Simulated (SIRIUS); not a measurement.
Write the native input for SIRIUS 7.10.0 that does the following.

```yaml
Task: eos task
Functional: LDA
Potentials_or_basis: PseudoDojo 0.4.1 PBE standard (scalar relativistic)
Cutoff: 1054 eV
Density_cutoff: 4214 eV
k_mesh: 8 × 8 × 8
Occupations: fermi-dirac, width 0.05 eV
Spin: no spin polarisation
Libxc_names: "[\"XC_LDA_X\", \"XC_LDA_C_PW\"]"
Energy_tol: 1e-08 Ha
Density_tol: 1e-06
Mixer: anderson
Mixing_beta: 0.7
Max_scf: 100
Radial_cutoff_for_the_potentials'_integrals: 6.5 bohr
```

The system is Au.

```xyz
1
Lattice="0.0000 2.0350 2.0350 2.0350 0.0000 2.0350 2.0350 2.0350 0.0000" Properties=species:S:1:pos:R:3 pbc="T T T"
Au    0.0000    0.0000    0.0000
```

These files were run (other wordings do the same):

sirius.json

```json
{
  "control": {
    "processing_unit": "cpu",
    "verbosity": 1,
    "num_bands_to_print": 17,
    "print_forces": false,
    "print_stress": true
  },
  "parameters": {
    "electronic_structure_method": "pseudopotential",
    "xc_functionals": ["XC_LDA_X", "XC_LDA_C_PW"],
    "gk_cutoff": 8.8,
    "pw_cutoff": 17.6,
    "ngridk": [8, 8, 8],
    "shiftk": [0, 0, 0],
    "smearing": "fermi_dirac",
    "smearing_width": 0.0018374661,
    "num_bands": 17,
    "num_mag_dims": 0,
    "num_dft_iter": 100,
    "energy_tol": 1e-08,
    "density_tol": 1e-06
  },
  "iterative_solver": {
    "type": "davidson",
    "min_tolerance": 1e-09,
    "tolerance_scale": [0.1, 0.25]
  },
  "mixer": {
    "type": "anderson",
    "beta": 0.7,
    "max_history": 8
  },
  "settings": {
    "tol_ne": 1e-10,
    "pseudo_grid_cutoff": 6.5
  },
  "unit_cell": {
    "lattice_vectors": [
      [0.0, 0.707106781187, 0.707106781187],
      [0.707106781187, 0.0, 0.707106781187],
      [0.707106781187, 0.707106781187, 0.0]
    ],
    "lattice_vectors_scale": 5.4384893002,
    "atom_coordinate_units": "lattice",
    "atom_types": ["Au"],
    "atom_files": {
      "Au": "Au.json"
    },
    "atoms": {
      "Au": [
        [0.0, 0.0, 0.0]
      ]
    }
  }
}
```

Potentials or basis: PseudoDojo 0.4.1 PBE standard (scalar relativistic).

Run with:

```sh
$ upf_to_json Au.upf
$ OMP_NUM_THREADS=1 sirius.scf --input=sirius.json --output=out.json --task=3 --volume_scale0=0.94 --volume_scale1=1.06 --num_eos_points=7
```

It gave:

The equilibrium volume is 16.69 Å³/atom, the bulk modulus is 192 GPa and the pressure derivative of the bulk modulus is 5.7.

Caveat: the potentials were made for another functional, which shifts forces and pressure.

Wall time 78 s on 1 thread of Arm Neoverse V2 (shared host), peak memory 0.26 GiB.
